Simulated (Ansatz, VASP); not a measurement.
## Two plane-wave programs on TiO2

```
CELL_PARAMETERS angstrom
4.60817 0.00000 0.00000
0.00000 4.60817 0.00000
0.00000 0.00000 2.95426
ATOMIC_POSITIONS crystal
Ti 0.00000 0.00000 0.00000
Ti 0.50000 0.50000 0.50000
O 0.30438 0.30438 0.00000
O 0.19562 0.80438 0.50000
O 0.69562 0.69562 0.00000
O 0.80438 0.19562 0.50000
```

Alike in both runs: functional PBE; dispersion D3(BJ); k mesh 6 × 6 × 10; occupations gaussian, width 0.02 eV; no spin polarisation.

Ansatz relaxed the structure, and its values are those at the end. VASP's run is a single point on that final structure, the one shown.

```csv
,VASP,Ansatz
version,VASP 6.6.1,Ansatz 0.2.0
potentials or method,"VASP PAW PBE potentials, release 64 (Ti_sv, O)","scalar-relativistic, plane waves, PAW"
plane-wave cutoff (eV),520,420
valence electrons in the cell,48,48
```

|  | VASP | Ansatz | Ansatz less VASP |
| --- | --- | --- | --- |
| gap on the k mesh at the Fermi level (eV) | 1.84 | 1.87 | +0.025 |
| least direct gap on the mesh (eV) | 1.84 | 1.87 | +0.025 |
| pressure (GPa) | 0.6 | 0.0 | -0.64 |
| rms of the force components (eV/Å) | 0.012 | 0.000 | -0.0124 |

A k mesh can miss the band edges. A hybrid or GW would open this gap; PBE tends to underestimate it.
